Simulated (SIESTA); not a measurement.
Runs of SIESTA 5.4.2 on BAs. Symmetry: F-43m, No. 216, cubic system. The conventional cell has a = 4.777 Å, b = 4.777 Å, c = 4.777 Å, α = 90.00°, β = 90.00°, γ = 90.00°. As (site symmetry -43m) has 4 B at 2.07 Å as nearest neighbours. B (site symmetry -43m) has 4 As at 2.07 Å as nearest neighbours. 

```tsv
task	level	potentials or basis	cell	k mesh	ensemble	max steps	time step (fs)	temperature (K)	optimiser	grid cutoff	energy shift	mesh quality	gap on the mesh (eV)	pressure (GPa)	V0 of scaled cells (Å³/atom)	relaxed volume (Å³/atom)	B0 (GPa)
equation of state	PBE	PseudoDojo 0.4 standard (PBE files), DZP (energy shift 0.002 Ry)	as given	10 × 10 × 10	-	-	-	-	-	500 Ry	0.002 Ry	not flagged	-	-	14.37	-	113
relaxation of cell and atoms	revPBE	PseudoDojo 0.4 standard (PBE files), DZP (energy shift 0.002 Ry)	relaxed	10 × 10 × 10	-	-	-	-	Broyden	500 Ry	0.002 Ry	not flagged	1.56	0.0	-	14.53	-
band structure	vdW-DF-cx	PseudoDojo 0.4 standard (PBE files), DZP (energy shift 0.003 Ry; two zetas on semicore shells)	as given	10 × 10 × 10	-	-	-	-	-	500 Ry	0.003 Ry	not flagged	1.32	(c)	-	-	-
relaxation of cell and atoms	PBE	PseudoDojo 0.4 standard (PBE files), DZP (energy shift 0.002 Ry)	relaxed	8 × 8 × 8	-	-	-	-	Broyden	750 Ry	0.002 Ry	not flagged	1.52	0.0	-	(a)	-
band structure	xPBE	PseudoDojo 0.4 standard (PBE files), DZP (energy shift 0.002 Ry)	as given	10 × 10 × 10	-	-	-	-	-	500 Ry	0.002 Ry	not flagged	1.52	7.8	-	-	-
equation of state	PBEsol	PseudoDojo 0.4 standard (PBEsol files), DZP (energy shift 0.002 Ry)	as given	10 × 10 × 10	-	-	-	-	-	500 Ry	0.002 Ry	not flagged	-	-	13.99	-	126
band structure	PBE	SG15 1.2 NC or PseudoDojo by element (PBE files), DZP (energy shift 0.002 Ry)	as given	10 × 10 × 10	-	-	-	-	-	500 Ry	0.002 Ry	not flagged	(b)	4.9	-	-	-
relaxation of cell and atoms	PBE	PseudoDojo 0.4 standard (PBE files), DZ (energy shift 0.002 Ry)	relaxed	10 × 10 × 10	-	-	-	-	CG	500 Ry	0.002 Ry	not flagged	1.81	-0.1	-	(d)	-
single point	PBE	PseudoDojo 0.4 standard (PBE files), DZP (energy shift 0.003 Ry; two zetas on semicore shells)	as given	10 × 10 × 10	-	-	-	-	-	500 Ry	0.003 Ry	not flagged	1.34	4.7	-	-	-
relaxation of cell and atoms	PBE	PseudoDojo 0.4 standard (PBE files), TZDP (energy shift 0.002 Ry)	relaxed	10 × 10 × 10	-	-	-	-	Broyden	500 Ry	0.002 Ry	not flagged	1.49	0.0	-	14.24	-
```

Alike in all rows: no spin polarisation; smearing fermi-dirac 0.05 eV.

Problem. Estimate the missing entries.

Solution. (a) 14.36; (b) 1.22; (c) 2.7; (d) 14.45.

Caveats: the basis of atomic orbitals isn't converged, which shifts pressures, moduli and gaps; semicore shells carry a single zeta, which can move pressures by several GPa and volumes by a few percent (some runs); the potentials were made for another functional, which shifts forces and pressure (some runs); the basis has no polarisation orbitals (some runs).

A k mesh can miss the band edges, and the runs leave out spin-orbit coupling on As.

Not every run made on this cell is shown here.
